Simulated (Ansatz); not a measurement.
## SiC under changes of volume

One of the cells (10.313 Å³/atom); the others are scaled copies at fixed shape and fractional positions:

```
CELL_PARAMETERS angstrom
3.07569 0.00000 0.00000
-1.53785 2.66363 0.00000
0.00000 0.00000 10.07065
ATOMIC_POSITIONS crystal
Si 0.00000 0.00000 0.18789
Si 0.00000 0.00000 0.68789
Si 0.33333 0.66667 0.43784
Si 0.66667 0.33333 0.93784
C 0.00000 0.00000 0.00046
C 0.00000 0.00000 0.50046
C 0.33333 0.66667 0.24980
C 0.66667 0.33333 0.74980
```

The cell is a database's computed one.

- Program: Ansatz 0.2.0
- Functional: PBE
- Potentials or basis: Ansatz PAW earlier set
- Cutoff: 820 eV (not typed: the program's choice for these potentials)
- k mesh: 10 × 10 × 3
- Occupations: fermi-dirac, width 0.05 eV
- Spin: no spin polarisation

```csv
volume (Å³/atom),energy over the lowest point (meV/atom),pressure (GPa),gap on the mesh (eV),largest force (eV/Å)
9.694,?,?,?,?
9.900,24.80,14.0,2.23,0.019
10.107,10.26,8.7,2.23,0.012
10.313,2.19,3.9,2.23,0.005
10.519,0.00,-0.4,2.22,0.003
10.726,3.14,-4.4,2.22,0.007
10.932,11.13,-8.0,2.21,0.013
```

Problem. What does the run at 9.694 Å³/atom give?

Solution. Energy over the lowest point 46.47 meV/atom; pressure 19.8 GPa; gap on the mesh 2.23 eV; largest force 0.027 eV/Å.

Worked out: A Birch-Murnaghan fit of order 3 (a polynomial in V^(-2/3)) to the other rows has its minimum at 10.50 Å³/atom with B0 = V·E''(V) = 213 GPa and B' = 3.7 at fixed shape and positions, which overstates the stiffness. It gives 46.35 meV/atom at 9.694 Å³/atom, against the run's 46.47, and -dE/dV = 19.7 GPa, against 19.8. A straight line through the other rows of the gap, of slope -0.201 eV per unit of ln V, extrapolates to 2.24 eV, against the run's 2.23.

Energies are extrapolated to zero smearing.

Caveats: odd divisions of the mesh miss points on the zone boundary, where band edges often lie, so the gap on the mesh can be too wide.

A mesh can miss the band edges.
